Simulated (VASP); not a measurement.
# Pb (P6_3/mmc) in VASP: notebook

Runs on Pb. Level: PBEsol. Tasks: single point.

All numbers are computed with VASP 6.6.1; they aren't measurements. Logs are shortened: lines on timing, memory, paths and dates and some standing lists are left out, and cuts for length are marked.

### 1 Starting point

It takes space group P6_3/mmc (No. 194, hexagonal). The conventional cell has a = 3.480 Å, b = 3.480 Å, c = 5.590 Å, α = 90.00°, β = 90.00°, γ = 120.00°. Pb (site symmetry -6m2) is surrounded by 12 Pb at 3.44 to 3.48 Å.

This isn't the form of Pb at room conditions, which is fcc.

### 2 Single point, PBEsol

File INCAR:

```
PREC = Accurate
ENCUT = 900
EDIFF = 1E-8
ISMEAR = -1
SIGMA = 0.1
LREAL = False
LASPH = True
NELM = 100
ALGO = Normal
ISIF = 2
LWAVE = False
LCHARG = False
GGA = PS
ADDGRID = False
```

File KPOINTS:

```
regular mesh
0
Gamma
  21 21 12
```

File POSCAR:

```
Pb
1.0
    3.4800000000      0.0000000000      0.0000000000
   -1.7400000000      3.0137684052      0.0000000000
    0.0000000000      0.0000000000      5.5900000000
Pb
2
Direct
    0.6916670000      0.3496840000      0.7502860000
    0.3559200000      0.6835750000      0.2530120000
```

Potentials or basis: VASP PAW PBE potentials, release 64 (Pb_d).

On the command line:

```sh
$ cat potpaw_PBE.64/Pb_d/POTCAR > POTCAR
$ mpirun -np 1 vasp_std > vasp.out
```

OUTCAR:

```text
PREC = Accurate
   ENCUT = 900
   EDIFF = 1E-8
   ISMEAR = -1
   LREAL = False
   LASPH = True
   NELM = 100
   ISIF = 2
   GGA = PS

 ion  position               nearest neighbor table
   1  0.692  0.350  0.750-   2 3.43   2 3.43   2 3.44   2 3.45   2 3.45   2 3.46
   2  0.356  0.684  0.253-   1 3.43   1 3.43   1 3.44   1 3.45   1 3.45   1 3.46

  LATTYP: Found a hexagonal cell.
 ALAT       =     3.4800000000
 C/A-ratio  =     1.6063218391

  Lattice vectors:

 A1 = (   3.4800000000,   0.0000000000,   0.0000000000)
 A2 = (  -1.7400000000,   3.0137684052,   0.0000000000)
 A3 = (   0.0000000000,   0.0000000000,   5.5900000000)

Analysis of symmetry for initial positions (statically):
=====================================================================
 Subroutine PRICEL returns:
 Original cell was already a primitive cell.

 Routine SETGRP: Setting up the symmetry group for a
 hexagonal supercell.

 Subroutine GETGRP returns: Found  2 space group operations
 (whereof  1 operations were pure point group operations)
 out of a pool of 24 trial point group operations.

The static configuration has the point symmetry C_1 .
 The point group associated with its full space group is S_2 .

Analysis of symmetry for dynamics (positions and initial velocities):
=====================================================================
 Subroutine PRICEL returns:
 Original cell was already a primitive cell.

 Routine SETGRP: Setting up the symmetry group for a
 hexagonal supercell.

 Subroutine GETGRP returns: Found  2 space group operations
 (whereof  1 operations were pure point group operations)
 out of a pool of 24 trial point group operations.

The dynamic configuration has the point symmetry C_1 .
 The point group associated with its full space group is S_2 .

 Subroutine INISYM returns: Found  2 space group operations
 (whereof  1 operations are pure point group operations),
 and found     1 'primitive' translations

----------------------------------------------------------------------------------------

                                     Primitive cell

  volume of cell :      58.6274

  direct lattice vectors                    reciprocal lattice vectors
     3.480000000  0.000000000  0.000000000     0.287356322  0.165905250  0.000000000
    -1.740000000  3.013768405  0.000000000     0.000000000  0.331810500  0.000000000
     0.000000000  0.000000000  5.590000000     0.000000000  0.000000000  0.178890877

  length of vectors
     3.480000000  3.480000000  5.590000000     0.331810500  0.331810500  0.178890877

  position of ions in fractional coordinates (direct lattice)
     0.691667000  0.349684000  0.750286000
     0.355920000  0.683575000  0.253012000

  ion indices of the primitive-cell ions
   primitive index   ion index
                 1           1
                 2           2

----------------------------------------------------------------------------------------

 KPOINTS: regular mesh

Automatic generation of k-mesh.
 Grid dimensions read from file:
 generate k-points for:   21   21   12

 Generating k-lattice:

  Cartesian coordinates                     Fractional coordinates (reciprocal lattice)
     0.013683634  0.007900250  0.000000000     0.047619048 -0.000000000  0.000000000
     0.000000000  0.015800500  0.000000000     0.000000000  0.047619048  0.000000000
     0.000000000  0.000000000  0.014907573     0.000000000  0.000000000  0.083333333

  Length of vectors
     0.015800500  0.015800500  0.014907573

  Shift w.r.t. Gamma in fractional coordinates (k-lattice)
     0.000000000  0.000000000  0.000000000

 Subroutine IBZKPT returns following result:
 ===========================================

 Found   2647 irreducible k-points:

 Following reciprocal coordinates:
            Coordinates               Weight
  0.000000  0.000000  0.000000      1.000000
  0.047619  0.000000  0.000000      2.000000
  0.000000  0.047619  0.000000      2.000000
 -0.047619  0.047619  0.000000      2.000000
  0.095238 -0.000000  0.000000      2.000000
  0.000000  0.095238  0.000000      2.000000
[... 16 lines left out ...]
  0.380952 -0.000000  0.000000      2.000000
  0.000000  0.380952  0.000000      2.000000
 [... further k-points ...]
   k-points           NKPTS =   2647   k-points in BZ     NKDIM =   2647   number of bands    NBANDS=     18
   number of dos      NEDOS =    301   number of ions     NIONS =      2
   total plane-waves  NPLWV =  72576
   dimension x,y,z NGX =    36 NGY =   36 NGZ =   56
   dimension x,y,z NGXF=    72 NGYF=   72 NGZF=  112
   ions per type =               2
   NGX,Y,Z   is equivalent  to a cutoff of  17.20, 17.20, 16.65 a.u.
   NGXF,Y,Z  is equivalent  to a cutoff of  34.40, 34.40, 33.31 a.u.
 SYSTEM =  unknown system
   PREC   = accura    normal or accurate (medium, high low for compatibility)
   ISTART =      0    job   : 0-new  1-cont  2-samecut
   ICHARG =      2    charge: 1-file 2-atom 10-const
   ISPIN  =      1    spin polarized calculation?
   LNONCOLLINEAR =      F non collinear calculations
   LSORBIT =      F    spin-orbit coupling
   LASPH  =      T    aspherical Exc in radial PAW
   ENCUT  =  900.0 eV  66.15 Ry    8.13 a.u.   8.51  8.51 13.67*2*pi/ulx,y,z
   NELM   =    100;   NELMIN=  2; NELMDL= -5     # of ELM steps
   EDIFF  = 0.1E-07   stopping-criterion for ELM
   LREAL  =      F    real-space projection
   EDIFFG = 0.1E-06   stopping-criterion for IOM
   NSW    =      0    number of steps for IOM
   IBRION =     -1    ionic relax: 0-MD 1-quasi-New 2-CG
   NFREE  =      0    steps in history (QN), initial steepest desc. (CG)
   ISIF   =      2    stress and relaxation
   ISYM   =      2    0-nonsym 1-usesym 2-fastsym
   POTIM  = 0.5000    time-step for ionic-motion
   TEBEG  =    0.0;   TEEND  =   0.0 temperature during run
   PSTRESS=    0.0 pullay stress
   NELECT =      28.0000    total number of electrons
   NUPDOWN=      -1.0000    fix difference up-down
   EMIN   =  10.00;   EMAX   =-10.00  energy-range for DOS
   EFERMI =   0.00;   METHOD = LEGACY
   ISMEAR =    -1;   SIGMA  =   0.10  broadening in eV -4-tet -1-fermi 0-gaus
   EFERMI_NEDOS =   21; number of points for ismear=-14 and -15
   IALGO  =     38    algorithm
   IMIX   =      4    mixing-type and parameters
     AMIX     =   0.40;   BMIX     =  1.00
     AMIX_MAG =   1.60;   BMIX_MAG =  1.00
  volume/ion in A,a.u.               =      29.31       197.82
  Fermi-wavevector in a.u.,A,eV,Ry     =   1.279658  2.418203 22.279870  1.637524
  Thomas-Fermi vector in A             =   2.412131
   LORBIT       =      0    0 simple, 1 ext, 2 COOP (PROOUT), +10 PAW based schemes
   GGA     = PS    functional components
   LHFCALC =     F    Hartree Fock is set to
   AEXX    =    0.0000 exact exchange contribution
   IVDW    =     0    specifies the selected vdW correction
   LEPSILON=     F    determine dielectric tensor
   LRPA    =     F    only Hartree local field effects (RPA)
 non-spin polarized calculation
  energy-cutoff  :      900.00
  volume of cell :       58.63
 maximum number of plane-waves:      3638
 NGX is ok and might be reduce to    36
   NGX = 17   NGY = 17   NGZ = 27

 number of electron      28.0000001 magnetization

 Free energy of the ion-electron system (eV)
  ---------------------------------------------------
  ext. energy  EPLUGINS =         0.00000000
  ---------------------------------------------------
  free energy    TOTEN  =        -7.98038810 eV

  energy without entropy =       -7.94359376  energy(sigma->0) =       -7.96199093

 E-fermi :   7.4399     XC(G=0): -10.5063

 val. band max:        7.4395538907   @ k =   0.4762   0.2381  -0.1667
 cond. band min:       7.4399301546   @ k =  -0.4286  -0.0000   0.1667
 fundamental gap:      0.0003762640
 Fermi energy:         7.4398743031

 k-point     1 :       0.0000    0.0000    0.0000
  band No.  band energies     occupation
      1      -9.5732      2.00000
      2      -9.5229      2.00000
      3      -9.5095      2.00000
      4      -9.5090      2.00000
      5      -9.4845      2.00000
      6      -9.4840      2.00000
[... 10 lines left out ...]
     17      14.9675      0.00000
     18      15.6169      0.00000

 k-point     2 :       0.0476    0.0000    0.0000
  band No.  band energies     occupation
      1      -9.5707      2.00000
      2      -9.5291      2.00000
      3      -9.5033      2.00000
      4      -9.5014      2.00000
      5      -9.4829      2.00000
      6      -9.4789      2.00000
[... 10 lines left out ...]
     17      15.0300      0.00000
     18      15.5745      0.00000

 k-point     3 :       0.0000    0.0476    0.0000
  band No.  band energies     occupation
      1      -9.5708      2.00000
      2      -9.5289      2.00000
      3      -9.5034      2.00000
      4      -9.5013      2.00000
      5      -9.4832      2.00000
      6      -9.4787      2.00000
[... 10 lines left out ...]
     17      15.0403      0.00000
     18      15.5748      0.00000

 k-point     4 :      -0.0476    0.0476    0.0000
  band No.  band energies     occupation
      1      -9.5710      2.00000
      2      -9.5286      2.00000
      3      -9.5037      2.00000
      4      -9.5010      2.00000
      5      -9.4836      2.00000
      6      -9.4785      2.00000
[... 10 lines left out ...]
     17      15.0587      0.00000
     18      15.5754      0.00000

 k-point     5 :       0.0952   -0.0000    0.0000
  band No.  band energies     occupation
      1      -9.5686      2.00000
      2      -9.5346      2.00000
      3      -9.4890      2.00000
      4      -9.4865      2.00000
      5      -9.4762      2.00000
      6      -9.4632      2.00000
[... 10 lines left out ...]
     17      15.1581      0.00000
     18      15.3989      0.00000

 k-point     6 :       0.0000    0.0952    0.0000
  band No.  band energies     occupation
      1      -9.5689      2.00000
      2      -9.5343      2.00000
      3      -9.4886      2.00000
      4      -9.4866      2.00000
      5      -9.4767      2.00000
      6      -9.4631      2.00000
[... 10 lines left out ...]
     17      15.1648      0.00000
     18      15.4003      0.00000

 k-point     7 :      -0.0952    0.0952    0.0000
  band No.  band energies     occupation
      1      -9.5694      2.00000
      2      -9.5337      2.00000
      3      -9.4878      2.00000
      4      -9.4868      2.00000
      5      -9.4775      2.00000
      6      -9.4631      2.00000
[... 10 lines left out ...]
     17      15.1776      0.00000
     18      15.4031      0.00000

 k-point     8 :       0.1429    0.0000    0.0000
  band No.  band energies     occupation
      1      -9.5790      2.00000
      2      -9.5268      2.00000
      3      -9.4854      2.00000
      4      -9.4675      2.00000
      5      -9.4604      2.00000
      6      -9.4600      2.00000
[... 10 lines left out ...]
     17      14.9794      0.00000
     18      15.1161      0.00000
[... 229 lines left out ...]
     17      12.4777      0.00000
     18      14.1990      0.00000

 k-point    20 :       0.3333    0.0000    0.0000
  band No.  band energies     occupation
      1      -9.6617      2.00000
      2      -9.5527      2.00000
      3      -9.5252      2.00000
      4      -9.5113      2.00000
      5      -9.4216      2.00000
      6      -9.3614      2.00000
[... 10 lines left out ...]
     17      11.5157      0.00000
     18      13.8371      0.00000

 k-point    21 :       0.0000    0.3333    0.0000
  band No.  band energies     occupation
      1      -9.6617      2.00000
      2      -9.5524      2.00000
      3      -9.5254      2.00000
      4      -9.5119      2.00000
      5      -9.4222      2.00000
      6      -9.3613      2.00000
[... 10 lines left out ...]
     17      11.5236      0.00000
     18      13.8369      0.00000

 k-point    22 :      -0.3333    0.3333    0.0000
  band No.  band energies     occupation
      1      -9.6618      2.00000
      2      -9.5518      2.00000
      3      -9.5256      2.00000
      4      -9.5133      2.00000
      5      -9.4231      2.00000
      6      -9.3612      2.00000
[... 10 lines left out ...]
     17      11.5389      0.00000
     18      13.8314      0.00000

 k-point    23 :       0.3810   -0.0000    0.0000
  band No.  band energies     occupation
      1      -9.6781      2.00000
      2      -9.5724      2.00000
      3      -9.5327      2.00000
      4      -9.5210      2.00000
      5      -9.4039      2.00000
      6      -9.3754      2.00000
[... 10 lines left out ...]
     17      10.6219      0.00000
     18      13.5570      0.00000

 k-point    24 :       0.0000    0.3810    0.0000
  band No.  band energies     occupation
      1      -9.6781      2.00000
      2      -9.5722      2.00000
      3      -9.5328      2.00000
      4      -9.5216      2.00000
      5      -9.4046      2.00000
      6      -9.3752      2.00000
[... 10 lines left out ...]
     17      10.6315      0.00000
     18      13.5536      0.00000

 [... further k-points ...]

------------------------ aborting loop because EDIFF is reached ----------------------------------------

  FORCE on cell =-STRESS in cart. coord.  units (eV):
  Direction    XX          YY          ZZ          XY          YZ          ZX
  --------------------------------------------------------------------------------------
  -------------------------------------------------------------------------------------
  Total        0.1895315      0.1923904      0.7574870      0.0057258      0.0001231     -0.0007252
  in kB        5.1795392      5.2576659     20.7006922      0.1564760      0.0033637     -0.0198170
  external PRESSURE =      10.3792991 kB  Pullay stress =       0.0000000 kB

 VOLUME and BASIS-vectors are now :
 -----------------------------------------------------------------------------
  energy-cutoff  :      900.00
  volume of cell :       58.63
      direct lattice vectors                 reciprocal lattice vectors
     3.480000000  0.000000000  0.000000000     0.287356322  0.165905250  0.000000000
    -1.740000000  3.013768405  0.000000000     0.000000000  0.331810500  0.000000000
     0.000000000  0.000000000  5.590000000     0.000000000  0.000000000  0.178890877

 POSITION                                       TOTAL-FORCE (eV/Angst)
 -----------------------------------------------------------------------------------
      1.79855      1.05387      4.19410        -0.003720      0.000648      0.038458
      0.04918      2.06014      1.41434         0.003720     -0.000648     -0.038458
 -----------------------------------------------------------------------------------
    total drift:                                0.000004     -0.000003      0.000009

  FREE ENERGIE OF THE ION-ELECTRON SYSTEM (eV)
  ---------------------------------------------------
  free  energy   TOTEN  =        -7.9803880962 eV

  energy  without entropy=       -7.9435937559  energy(sigma->0) =       -7.96199093
```

Wall time 28 min (1 thread of Intel Xeon 6975P-C (Granite Rapids), shared host); peak memory 4.5 GiB.

Results:

| Property | Result |
| --- | --- |
| Free energy | -7.9804 eV |
| Pressure | 1.0 GPa |
| Largest force | 0.039 eV/Å |
| Band gap on the k mesh | none (metal or under the smearing width) |

Forces on the atoms (eV/Å):
```
Pb  -0.004  0.001  0.038
Pb   0.004 -0.001 -0.038
```

Levels at points of the mesh, in eV from the Fermi level:
| k point | band 12 | band 13 | band 14 | band 15 | band 16 | band 17 |
| --- | --- | --- | --- | --- | --- | --- |
| (0.00, 0.00, 0.00) | -7.98 | -4.30 | 5.58 | 5.61 | 7.49 | 7.53 |
| (0.00, 0.00, 0.50) | -10.64 | 1.01 | 1.07 | 6.49 | 6.49 | 6.53 |

Caveat: the PAW data sets were made with another functional, which shifts forces and pressure a little. The run has no spin-orbit coupling, so splittings on Pb are missing.

### 3 Single point, PBEsol

Changes to INCAR since step 2:

```diff
@@ -1,6 +1,6 @@
 PREC = Accurate
-ENCUT = 900
-EDIFF = 1E-8
+ENCUT = 250
+EDIFF = 1E-6
 ISMEAR = -1
-SIGMA = 0.1
+SIGMA = 0.2
 LREAL = False
```

File KPOINTS:

```
regular mesh
0
Gamma
  6 6 4
```

File POSCAR:

```
Pb
1.0
    3.4800000000      0.0000000000      0.0000000000
   -1.7400000000      3.0137684052      0.0000000000
    0.0000000000      0.0000000000      5.5900000000
Pb
2
Direct
    0.6666666667      0.3333333333      0.7500000000
    0.3333333333      0.6666666667      0.2500000000
```

Potentials or basis: VASP PAW PBE potentials, release 64 (Pb_d).

On the command line:

```sh
$ cat potpaw_PBE.64/Pb_d/POTCAR > POTCAR
$ mpirun -np 1 vasp_std > vasp.out
```

Run time: 3.4 s. Hardware: 1 thread of Intel Xeon 6975P-C (Granite Rapids), shared host; peak memory 0.12 GiB.

The run converged, but some of its settings lie outside the range that counts as converged, so its numbers aren't taken as properties of the crystal.

Results:

- Free energy: -7.9886 eV
- Band gap on the k mesh: none (metal or under the smearing width)

Caveat: the cutoff is under 1.25 times the usual one of these potentials, so pressure, stress and relaxed cells hold a basis-set (Pulay) error; the PAW data sets were made with another functional, which shifts forces and pressure a little.

### 4 Single point, PBEsol

INCAR is that of step 3.

KPOINTS is that of step 3.

File POSCAR:

```
Pb
1.0
    3.4800000000      0.0000000000      0.0000000000
   -1.7400000000      3.0137684052      0.0000000000
    0.0000000000      0.0000000000      5.5900000000
Pb
2
Direct
    0.6916670000      0.3496840000      0.7502860000
    0.3559200000      0.6835750000      0.2530120000
```

On the command line:

```sh
$ cat potpaw_PBE.64/Pb_d/POTCAR > POTCAR
$ mpirun -np 1 vasp_std > vasp.out
```

Wall time 8.3 s (1 thread of Intel Xeon 6975P-C (Granite Rapids), shared host); peak memory 0.13 GiB.

These settings aren't checked as converged: the numbers below hold their error.

What came out:

```
Free energy            : -7.9884 eV
Largest force          : 0.039 eV/Å
Band gap on the k mesh : none (metal or under the smearing width)
```

Caveat: the cutoff is under 1.25 times the usual one of these potentials, so pressure, stress and relaxed cells hold a basis-set (Pulay) error; the PAW data sets were made with another functional, which shifts forces and pressure a little.
